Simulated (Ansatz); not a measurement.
Here are 4 structures of NaF, each relaxed with r2SCAN (the plane-wave code Ansatz). Computed values for non-magnetic cells; some structures come from databases, others from prototypes and may be hypothetical.

- CsCl type: the symmetry is Pm-3m (No. 221, cubic); a = 2.793 Å in the conventional setting, 10.90 Å³ an atom. Around Na lie 8 F at 2.42 Å; around F lie 8 Na at 2.42 Å.
- wurtzite (relaxed to P6_3/mmc): the symmetry is P6_3/mmc (No. 194, hexagonal); a = 3.868 Å, c = 4.551 Å in the conventional setting, 14.74 Å³ an atom. Na is surrounded by 5 F at 2.23–2.28 Å; F is surrounded by 5 Na at 2.23–2.28 Å.
- zincblende: the symmetry is F-43m (No. 216, cubic); a = 5.063 Å in the conventional setting, 16.22 Å³ an atom. Na has 4 F at 2.19 Å; F has 4 Na at 2.19 Å.
- published Fm-3m (2 atoms): the symmetry is Fm-3m (No. 225, cubic); conventional cell a = 4.594 Å, 12.12 Å³ an atom. Around Na lie 6 F at 2.30 Å; around F lie 6 Na at 2.30 Å.

**Question.** Order them by r2SCAN energy an atom, lowest first.
A. CsCl type
B. wurtzite (relaxed to P6_3/mmc)
C. zincblende
D. published Fm-3m (2 atoms)

**Answer.** D (0 meV/atom), B (65 meV/atom), C (138 meV/atom), A (143 meV/atom).

**Question.** Does the order change among the functionals that relaxed these cells?

**Answer.** Not for the lowest cell. PBEsol, LDA, PBE agree on the lowest cell. PBEsol: CsCl type 144, wurtzite (relaxed to P6_3/mmc) 46, zincblende 105, published Fm-3m (2 atoms) 0 meV an atom. LDA: CsCl type 133, wurtzite (relaxed to P6_3/mmc) 68, zincblende 145, published Fm-3m (2 atoms) 0 meV an atom.

**Question.** What gaps does HSE06 give on these cells?

**Answer.** CsCl type: 8.33 i (M → Γ); wurtzite (relaxed to P6_3/mmc): 7.74 d (Γ); zincblende: 7.66 d (Γ); published Fm-3m (2 atoms): 8.63 d (Γ) (eV; d direct, i indirect).

**Question.** What gaps does PBE give on these cells?

**Answer.** CsCl type: 6.13 i (M → Γ); wurtzite (relaxed to P6_3/mmc): 5.69 d (Γ); published Fm-3m (2 atoms): 6.46 d (Γ) (eV; d direct, i indirect).

The meshes of the hybrids are coarse, so their gaps aren't converged to the digits shown.
